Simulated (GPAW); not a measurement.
**Ti: equation of state with vdW-DF-cx**

Ti:

```
Ti
1.0
    -1.64100    1.64100    1.64100
     1.64100   -1.64100    1.64100
     1.64100    1.64100   -1.64100
Ti
1
Direct
  0.00000 0.00000 0.00000
```

This isn't the form of Ti at room conditions, which is hcp.

```
Program             : GPAW 26.7.0
Task                : equation of state
Functional          : vdW-DF-cx
Potentials or basis : GPAW PAW data sets (gpaw-data 1.2.1)
Cutoff              : 600 eV
Basis               : pw
k mesh              : 11 × 11 × 11
Occupations         : fermi-dirac, width 0.05 eV
Spin                : no spin polarisation
```

```
Equilibrium volume : 16.82 Å³/atom (rough: see the caveat)
Bulk modulus       : 105 GPa (rough)
```

Energy against volume, from the lowest point:
```csv
volume (Å³/atom),energy (meV/atom)
16.616,0.38
16.969,0.00
17.323,4.52
17.676,13.07
18.030,26.08
18.383,42.81
18.737,63.00
```

It took 52 s on 1 thread of Arm Neoverse V2, with other jobs on the host, peak memory 0.21 GiB.

Caveat: the fit is doubtful: noisy points or a state that changes with volume; the PAW data sets were made with another functional, which shifts forces and pressure a little.
